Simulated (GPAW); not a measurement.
Crystal: WS2 (Tungstenite).

```
W S
1.0
     3.18000    0.00000    0.00000
    -1.59000    2.75396    0.00000
     0.00000    0.00000   12.50000
W S
2 4
Cartesian
  1.5900 0.9180 9.3750
  0.0000 1.8360 3.1250
  1.5900 0.9180 4.6875
  0.0000 1.8360 10.9375
  1.5900 0.9180 1.5625
  0.0000 1.8360 7.8125
```

| Item | Value |
| --- | --- |
| Program | GPAW 26.7.0 |
| Task | relaxation of cell and atoms |
| Functional | RPBE |
| Potentials or basis | the program's PAW data sets (release 1.2.1) made for this functional |
| Cutoff | 600 eV |
| Basis | pw |
| k mesh | 6 × 6 × 2 |
| Occupations | fermi-dirac, width 0.05 eV |
| Spin | no spin polarisation |

At the start: pressure 5.2 GPa; volume 18.24 Å³/atom.

**Question.** Where does the relaxation end?

**Answer.** Over 15 steps the energy falls by 46.3 meV/atom and the volume is 23.16 Å³/atom (+26.9 %); space group P6_3/mmc (No. 194, to 0.05 Å).

The path:
```csv
step,energy change (eV),largest force (eV/Å),pressure (GPa),volume (Å³)
1,0.0000,0.2673,5.24,109.47
2,-0.0172,0.1048,4.13,109.94
3,-0.0412,0.2613,1.45,111.36
4,-0.0482,0.3123,0.86,111.93
5,-0.0776,0.3688,-0.94,114.76
6,-0.0964,0.2499,-1.37,116.87
7,-0.1077,0.0531,-0.94,118.12
8,-0.1140,0.0710,-0.39,118.45
9,-0.1263,0.2350,0.54,118.90
10,-0.1486,0.3948,1.63,119.97
11,-0.1874,0.4779,2.54,122.59
12,-0.2249,0.3819,2.35,125.95
13,-0.2546,0.2014,1.47,130.02
14,-0.2713,0.0566,0.54,134.68
15,-0.2777,0.0083,0.09,138.96
```

Final structure:
```yaml
crystal:
  lattice:
    - [3.21043, 0.00000, 0.00000]
    - [-1.60521, 2.78031, 0.00000]
    - [0.00000, 0.00000, 15.56771]
  atoms:
    - { symbol: W, position: [0.66667, 0.33333, 0.75000] }
    - { symbol: W, position: [0.33333, 0.66667, 0.25000] }
    - { symbol: S, position: [0.66667, 0.33333, 0.35114] }
    - { symbol: S, position: [0.33333, 0.66667, 0.85114] }
    - { symbol: S, position: [0.66667, 0.33333, 0.14886] }
    - { symbol: S, position: [0.33333, 0.66667, 0.64886] }
```

Caveat: the k mesh is coarse; later steps reuse the first step's grids; the volume moved by over 15 % at a fixed basis, so the end points are rough; this functional lacks dispersion, which binds the layers, so the pressure and a relaxed spacing across them are unreliable, and here the layers came unbound; the volume moved by +27 % from the deposited cell, more than functionals usually miss.
